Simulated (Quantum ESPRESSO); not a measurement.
# HfC: equation of state with r2SCAN

HfC:

```xyz
2
Lattice="0.0000 2.3250 2.3250 2.3250 0.0000 2.3250 2.3250 2.3250 0.0000" Properties=species:S:1:pos:R:3 pbc="T T T"
Hf    2.3250    2.3250    2.3250
C     0.0000    0.0000    0.0000
```

- Program: Quantum ESPRESSO 7.5
- Task: equation of state
- Functional: r2SCAN
- Potentials or basis: SG15 PBE 1.2
- Cutoff: 1197 eV
- Density cutoff: 4789 eV
- k mesh: 8 × 8 × 8
- Occupations: fermi-dirac, width 0.05 eV
- Spin: no spin polarisation

| Item | Value |
| --- | --- |
| Equilibrium volume | 12.03 Å³/atom |
| Bulk modulus | 253 GPa |
| Pressure derivative of the bulk modulus | 3.9 |

Energy against volume, from the lowest point:
```csv
volume (Å³/atom),energy (meV/atom)
11.814,3.13
12.065,0.00
12.317,5.05
12.568,17.48
12.819,36.56
13.071,61.65
13.322,92.20
```

All runs of the series together: 46 min on 2 threads of Arm Neoverse V2 (shared host).

Caveat: the potentials were made for another functional, which shifts forces and pressure. Spin-orbit coupling is left out, which matters for the levels of Hf.
